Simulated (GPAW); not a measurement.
# WC (Fm-3m) in GPAW: further runs

The runs below take WC through band structure, with PBEsol.

Program: GPAW 26.7.0. These are calculated values, not measurements. Logs are shortened: lines on timing, memory, paths and dates and some standing lists are left out, and cuts for length are marked. The log counts tension as positive stress, the text compression.

### 1 Starting point

It takes space group Fm-3m (No. 225, cubic). The conventional cell has a = 4.385 Å, b = 4.385 Å, c = 4.385 Å, α = 90.00°, β = 90.00°, γ = 90.00°. W (site symmetry m-3m) has 6 C at 2.19 Å as nearest neighbours. C (site symmetry m-3m) is surrounded by 6 W at 2.19 Å.

Measurements of this composition are mostly on another form, of space group No. 187.

### 2 Band structure, PBEsol

run.py

```python
from ase.dft.bandgap import bandgap
from ase.io import read, write
from ase.units import Bohr, GPa
from gpaw import GPAW, PW, setup_paths
from gpaw.elf import elf_from_dft_calculation

setup_paths.insert(0, '.')

atoms = read('WC.xyz')

calc = GPAW(mode=PW(800),
            xc='PBEsol',
            kpts={'size': (7, 7, 7), 'gamma': True},
            occupations={'name': 'fermi-dirac', 'width': 0.05},
            nbands=19,
            convergence={'density': 1e-05, 'energy': 1e-05},
            maxiter=150,
            txt='gpaw.txt')
atoms.calc = calc
energy = atoms.get_potential_energy()
forces = atoms.get_forces()
stress = atoms.get_stress()
calc.write('gs.gpw')
write('result.traj', atoms)
print(f'Energy: {energy:.6f} eV')
print('Forces (eV/A):')
print(forces.round(4))
print('Stress (GPa):', (stress / GPa).round(3))
print('Fermi level:', round(calc.get_fermi_level(), 4), 'eV')
print(f'Gap: {bandgap(calc)[0]:.4f} eV, direct: {bandgap(calc, direct=True)[0]:.4f} eV')

# fields on the real-space grid
write('density.cube', atoms, data=calc.get_pseudo_density() * Bohr**3)
write('potential.cube', atoms, data=calc.get_electrostatic_potential())
write('elf.cube', atoms, data=elf_from_dft_calculation(calc).data)

path = atoms.cell.bandpath('GXWKGLUWLK,UX', npoints=100, eps=1e-4)
bs_calc = calc.fixed_density(kpts=path, symmetry='off', nbands=28,
                             convergence={'bands': 'CBM+6.0', 'eigenstates': 1e-6}, txt='bands.txt')
bs = bs_calc.band_structure()
bs.write('bs.json')
print(f'Gap on the path: {bandgap(bs_calc)[0]:.4f} eV')
```

WC.xyz

```xyz
2
Lattice="0.0000000000 2.1926840000 2.1926840000 2.1926840000 0.0000000000 2.1926840000 2.1926840000 2.1926840000 0.0000000000" Properties=species:S:1:pos:R:3 pbc="T T T"
W      0.0000000000      0.0000000000      0.0000000000
C      2.1926840000      2.1926840000      2.1926840000
```

Potentials or basis: PAW data sets generated in the run's folder for this functional, pw.

Started as:

```
$ gpaw-setup -f PBEsol C W
$ OMP_NUM_THREADS=1 python run.py
```

gpaw.txt:

```text
__  _  _
 | _ |_)|_||  |
 |__||  | ||/\| - 26.7.0

Input parameters:
  mode=PW(ecut=800.0),
  convergence={'density': 1e-05, 'energy': 1e-05},
  kpts=MonkhorstPack(size=(7, 7, 7), gamma=True),
  maxiter=150,
  nbands=19,
  occupations=Occupations(name='fermi-dirac', width=0.05),
  xc=XC(name='PBEsol')

Diagonalizing LCAO Hamiltonian
Converting LCAO to pw mode

              C

       W

Atoms  # Å, Bohr magnetons
|   | symbol |        x |        y |        z |    initial magnetic moments |
|---|--------|----------|----------|----------|-----------------------------|
| 0 |      W | 0.000000 | 0.000000 | 0.000000 | ( 0.0000,  0.0000,  0.0000) |
| 1 |      C | 2.192684 | 2.192684 | 2.192684 | ( 0.0000,  0.0000,  0.0000) |

Unit cell  # Å
| periodic |        x |        y |        z |  lengths |    angles |
|----------|----------|----------|----------|----------|-----------|
|      yes | 0.000000 | 2.192684 | 2.192684 | 3.100923 | 60.000000 |
|      yes | 2.192684 | 0.000000 | 2.192684 | 3.100923 | 60.000000 |
|      yes | 2.192684 | 2.192684 | 0.000000 | 3.100923 | 60.000000 |

Number of symmetries: 48
Symmetry operations  # r_c * U_cc + t_c -> r_c
|    | kind |            matrix            |
|----|------|------------------------------|
|  0 |  σ   |  1, 0, 0,  1, 0,-1,  1,-1, 0 |
|  1 |  C2  |  1, 0, 0,  1,-1, 0,  1, 0,-1 |
|  2 |  E   |  1, 0, 0,  0, 1, 0,  0, 0, 1 |
|  3 |  σ   |  1, 0, 0,  0, 0, 1,  0, 1, 0 |
|  4 |  C4  |  1, 0,-1,  1, 0, 0,  1,-1, 0 |
|  5 |  S6  |  1, 0,-1,  1,-1, 0,  1, 0, 0 |
|  6 |  σ   |  1, 0,-1,  0, 1,-1,  0, 0,-1 |
|  7 |  C3  |  1, 0,-1,  0, 0,-1,  0, 1,-1 |
|  8 |  S6  |  1,-1, 0,  1, 0, 0,  1, 0,-1 |
|  9 |  C4  |  1,-1, 0,  1, 0,-1,  1, 0, 0 |
| 10 |  C3  |  1,-1, 0,  0,-1, 1,  0,-1, 0 |
| 11 |  σ   |  1,-1, 0,  0,-1, 0,  0,-1, 1 |
| 12 |  σ   |  0, 1, 0,  1, 0, 0,  0, 0, 1 |
| 13 |  C4  |  0, 1, 0,  0, 1,-1, -1, 1, 0 |
| 14 |  C3  |  0, 1, 0,  0, 0, 1,  1, 0, 0 |
| 15 |  S6  |  0, 1, 0, -1, 1, 0,  0, 1,-1 |
| 16 |  C2  |  0, 1,-1,  1, 0,-1,  0, 0,-1 |
| 17 |  σ   |  0, 1,-1,  0, 1, 0, -1, 1, 0 |
| 18 |  S4  |  0, 1,-1,  0, 0,-1,  1, 0,-1 |
| 19 |  C4  |  0, 1,-1, -1, 1, 0,  0, 1, 0 |
| 20 |  C3  |  0, 0, 1,  1, 0, 0,  0, 1, 0 |
| 21 |  σ   |  0, 0, 1,  0, 1, 0,  1, 0, 0 |
| 22 |  S6  |  0, 0, 1,  0,-1, 1, -1, 0, 1 |
| 23 |  C4  |  0, 0, 1, -1, 0, 1,  0,-1, 1 |
| 24 |  S4  |  0, 0,-1,  1, 0,-1,  0, 1,-1 |
| 25 |  C3  |  0, 0,-1,  0, 1,-1,  1, 0,-1 |
| 26 |  C2  |  0, 0,-1,  0,-1, 0, -1, 0, 0 |
| 27 |  S6  |  0, 0,-1, -1, 0, 0,  0,-1, 0 |
| 28 |  S4  |  0,-1, 1,  1,-1, 0,  0,-1, 0 |
| 29 |  C4  |  0,-1, 1,  0, 0, 1, -1, 0, 1 |
| 30 |  C2  |  0,-1, 1,  0,-1, 0,  1,-1, 0 |
| 31 |  σ   |  0,-1, 1, -1, 0, 1,  0, 0, 1 |
| 32 |  C3  |  0,-1, 0,  1,-1, 0,  0,-1, 1 |
| 33 |  S6  |  0,-1, 0,  0, 0,-1, -1, 0, 0 |
| 34 |  S4  |  0,-1, 0,  0,-1, 1,  1,-1, 0 |
| 35 |  C2  |  0,-1, 0, -1, 0, 0,  0, 0,-1 |
| 36 |  C2  | -1, 1, 0,  0, 1, 0,  0, 1,-1 |
| 37 |  S6  | -1, 1, 0,  0, 1,-1,  0, 1, 0 |
| 38 |  S4  | -1, 1, 0, -1, 0, 1, -1, 0, 0 |
| 39 |  C3  | -1, 1, 0, -1, 0, 0, -1, 0, 1 |
| 40 |  S6  | -1, 0, 1,  0, 0, 1,  0,-1, 1 |
| 41 |  C2  | -1, 0, 1,  0,-1, 1,  0, 0, 1 |
| 42 |  C3  | -1, 0, 1, -1, 1, 0, -1, 0, 0 |
| 43 |  S4  | -1, 0, 1, -1, 0, 0, -1, 1, 0 |
| 44 |  C2  | -1, 0, 0,  0, 0,-1,  0,-1, 0 |
| 45 |  i   | -1, 0, 0,  0,-1, 0,  0, 0,-1 |
| 46 |  σ   | -1, 0, 0, -1, 1, 0, -1, 0, 1 |
| 47 |  C2  | -1, 0, 0, -1, 0, 1, -1, 1, 0 |

BZ-sampling:
  Number of BZ points: 343
  Number of IBZ points: 20

  Monkhorst-Pack size: [7, 7, 7]
  Monkhorst-Pack shift: [0, 0, 0]

K-points  # in reciprocal-cell coordinates
|     |                                coordinates |     weight |
|-----|--------------------------------------------|------------|
|   0 | (  0.00000000,   0.00000000,   0.00000000) | 0.00291545 |
|   1 | (  0.14285714,   0.14285714,   0.00000000) | 0.01749271 |
|   2 | (  0.14285714,   0.14285714,   0.14285714) | 0.02332362 |
|   3 | (  0.28571429,   0.14285714,   0.14285714) | 0.03498542 |
|   4 | (  0.28571429,   0.28571429,   0.00000000) | 0.01749271 |
|   5 | (  0.28571429,   0.28571429,   0.14285714) | 0.06997085 |
|   6 | (  0.28571429,   0.28571429,   0.28571429) | 0.02332362 |
|   7 | (  0.42857143,  -0.28571429,  -0.28571429) | 0.03498542 |
|   8 | (  0.42857143,   0.28571429,  -0.42857143) | 0.13994169 |
|   9 | (  0.42857143,   0.28571429,  -0.28571429) | 0.06997085 |
| ... |                                            |            |
|  19 | (  0.42857143,   0.42857143,   0.42857143) | 0.02332362 |

Plane wave coefficients: 1096
Cutoff: 800.0 eV

Spin-components: 1 (collinear spins)
Bands:           19
Projectors:      11
Spin-degeneracy: 2
Datatype:        complex128

Parallelization:
  kpt:    1
  domain: 1
  band:   1

Density:
  Valence electrons: 18.0
  Components: 1
  Grid points: [21 21 21]
  Charge: 0.0  # |e|

Potential:
  Grid points: [21 21 21]

species:
  W:
    name:    Tungsten
    Z:       74.0
    valence: 14
    core:    60
    charge:  0.0  # [|e|]
    compensation charges:
      type: gauss
      rc: 0.40  # [Å]
      lmax: 2
    cutoffs:
      filter: 2.36  # [Å]
      core: 3.02  # [Å]
    projectors
    | kind |    occ | energy [eV] | rcut [Å] |
    |------|--------|-------------|----------|
    |   5s |  2.000 |     -78.864 |    1.344 |
    |   6s |  2.000 |      -5.730 |    1.344 |
    |   5p |  6.000 |     -43.252 |    1.355 |
    |   6p |  0.000 |      -1.338 |    1.355 |
    |   5d |  4.000 |      -4.526 |    1.228 |
    |    d |        |      22.686 |    1.228 |

    Using partial waves for W as LCAO basis

  C:
    name:    Carbon
    Z:       6.0
    valence: 4
    core:    2
    charge:  0.0  # [|e|]
    compensation charges:
      type: gauss
      rc: 0.20  # [Å]
      lmax: 2
    cutoffs:
      filter: 1.14  # [Å]
      core: 1.14  # [Å]
    projectors
    | kind |    occ | energy [eV] | rcut [Å] |
    |------|--------|-------------|----------|
    |   2s |  2.000 |     -13.648 |    0.635 |
    |   2p |  2.000 |      -5.232 |    0.635 |
    |    s |        |      13.563 |    0.635 |
    |    p |        |      21.979 |    0.635 |
    |    d |        |       0.000 |    0.635 |

    Using partial waves for C as LCAO basis

Reference energy: -439665.733139  # eV

eigensolver:
  PPCG
  Converge bands: occupied
  niter=2

density mixing:
  MSR1-Mixer
  Pratt-step length: 0.05
  Maximum mixing coefficient: 0.75
  Old densities: 10
  SVD Regularization: 0.005
  Good broyden scale: 1.0
  Trust region scale: 1.0
  Backstep threshold: 4.0
  History deletion threshold: 6.0
  Fourier metric: weight=20.0, sigma=0.015

occupation numbers:
  Fermi-Dirac:
    width: 0.0500  # eV

poisson solver:
  ecut: 6400.0  # eV

xc functional:
  name: PBEsol with 2 nearest neighbor stencil

convergence criteria:
- Maximum integral of absolute [dens]ity change: 1e-05 electrons / valence electron
- Maximum [total energy] change in last 3 cyles: 1e-05 eV / valence electron
- Maximum integral of absolute [eigenst]ate change: 4e-08 eV^2 / valence electron
maximum number of iterations: 150

SCF iterations
|iter     | |      energy | eigst |  dens |
|---------|-|-------------|-------|-------|
|iter:   1| |  -23.412581 | +0.10 |       |
|iter:   2| |  -22.852474 | -2.59 | -0.90 |
|iter:   3| |  -21.649042 | -1.64 | -0.97 |
|iter:   4| |  -21.659108 | -3.97 | -1.74 |
|iter:   5| |  -21.665947 | -3.78 | -1.97 |
|iter:   6| |  -21.665956 | -6.17 | -3.36 |
|iter:   7| |  -21.665962c| -7.49c| -3.85 |
|iter:   8| |  -21.665962c| -8.35c| -4.43 |
|iter:   9| |  -21.665962c| -9.78c| -5.58c|

Converged in 9 steps
Energy contributions relative to reference atoms: (reference = -439665.733139)

Energy contributions:
  Kinetic:           8.246873
  Coulomb:          -9.799524
  Zero:              0.007499
  External:          0.000000
  Xc:              -20.117882
  Entropy:          -0.005857
  Spinorbit:         0.000000
  ----------------------------
  Free energy:     -21.668891
  Extrapolated:    -21.665962

dipole moment: (-16.340349, -16.340349, -16.340349)  # |e|*Ang

Fermi level: 15.032
Eigenvalues  # (at kpt = [0.000, 0.000, 0.000])
| band index |      eig [eV] | occ [0-2] |
|------------|---------------|-----------|
|          0 |       -59.942 |     2.000 |
|        ... |               |           |
|          5 |        12.489 |     2.000 |
|          6 |        12.489 |     2.000 |
|          7 |        12.489 |     2.000 |
|          8 |        14.250 |     2.000 |
|          9 |        14.250 |     2.000 |
|         10 |        14.250 |     2.000 |
|         11 |        14.278 |     2.000 |
|         12 |        14.278 |     2.000 |
|         13 |        21.761 |     0.000 |
|         14 |        24.994 |     0.000 |
|         15 |        38.386 |     0.000 |
|         16 |        38.386 |     0.000 |
|         17 |        38.386 |     0.000 |
|         18 |        41.096 |     0.000 |

No gap
No difference between direct/indirect transitions

Forces  # eV/Ang
|        x |        y |        z |
|----------|----------|----------|
| -0.00000 | -0.00000 |  0.00000 |  # W    0
|  0.00000 | -0.00000 | -0.00000 |  # C    1

Stress tensor  # eV/Ang^3
|        x |        y |        z |
|----------|----------|----------|
| 0.067990 | 0.000000 | 0.000000 |
| 0.000000 | 0.067990 | 0.000000 |
| 0.000000 | 0.000000 | 0.067990 |

# Writing to gs.gpw (mode='')
```

Run time: 43 s. Hardware: 1 thread of Arm Neoverse V1, shared host; peak memory 0.24 GiB.

Results:

| Item | Value |
| --- | --- |
| Free energy | -21.6689 eV |
| Pressure | -10.9 GPa |
| Band gap along the path | none (metal or under the smearing width) |

Levels at the corners of the path, in eV from the Fermi level:
| point | band 7 | band 8 | band 9 | band 10 | band 11 | band 12 |
| --- | --- | --- | --- | --- | --- | --- |
| Γ | -2.54 | -2.54 | -0.78 | -0.78 | -0.78 | -0.75 |
| X | -5.35 | -2.24 | -2.24 | 1.06 | 2.48 | 2.48 |
| W | -5.83 | -5.83 | 0.72 | 0.72 | 2.48 | 3.68 |
| K | -5.69 | -4.61 | -1.46 | 1.64 | 2.74 | 5.08 |
| Γ | -2.54 | -2.54 | -0.78 | -0.78 | -0.78 | -0.75 |
| L | -6.33 | -6.33 | 1.25 | 1.25 | 2.55 | 5.15 |
| U | -5.69 | -4.61 | -1.46 | 1.64 | 2.74 | 5.08 |
| W | -5.83 | -5.83 | 0.72 | 0.72 | 2.48 | 3.68 |
| L | -6.33 | -6.33 | 1.25 | 1.25 | 2.55 | 5.15 |
| K | -5.69 | -4.61 | -1.46 | 1.64 | 2.74 | 5.08 |
| U | -5.69 | -4.61 | -1.46 | 1.64 | 2.74 | 5.08 |
| X | -5.35 | -2.24 | -2.24 | 1.06 | 2.48 | 2.48 |

Caveat: spin-orbit coupling is left out, which moves the levels of the heavy elements.

(Part 1 of 2 ends here.)
